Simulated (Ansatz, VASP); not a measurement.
## Two plane-wave programs on CaSe

```
Se Ca
1.0
     0.00000    2.97558    2.97558
     2.97558    0.00000    2.97558
     2.97558    2.97558    0.00000
Se Ca
1 1
Direct
  0.50000 0.50000 0.50000
  0.00000 0.00000 0.00000
```

Change from the starting cell: volume scaled by 1.02.

Alike in both runs: task single point; functional PBEsol; k mesh 8 × 8 × 8; occupations fermi-dirac, width 0.05 eV; no spin polarisation.

|  | VASP | Ansatz |
| --- | --- | --- |
| version | VASP 6.6.1 | Ansatz 0.2.0 |
| potentials or method | VASP PAW PBE potentials, release 64 (Se, Ca_sv) | Ansatz PAW |
| plane-wave cutoff (eV) | 520 | 420 |
| valence electrons in the cell | 16 | 26 |

```csv
,VASP,Ansatz,Ansatz less VASP
gap on the k mesh at the Fermi level (eV),1.97,1.98,+0.012
least direct gap on the mesh (eV),2.90,2.91,+0.010
pressure (GPa),-1.8,-2.0,-0.18
```

The two sets of potentials don't hold the same shells in valence.

Caveats: the PAW data sets were made with another functional, which shifts forces and pressure a little (VASP); the PAW data sets come from PBE, with cores solved anew for the run's functional, which leaves a small shift of forces and pressure (Ansatz). A k mesh can miss the band edges.
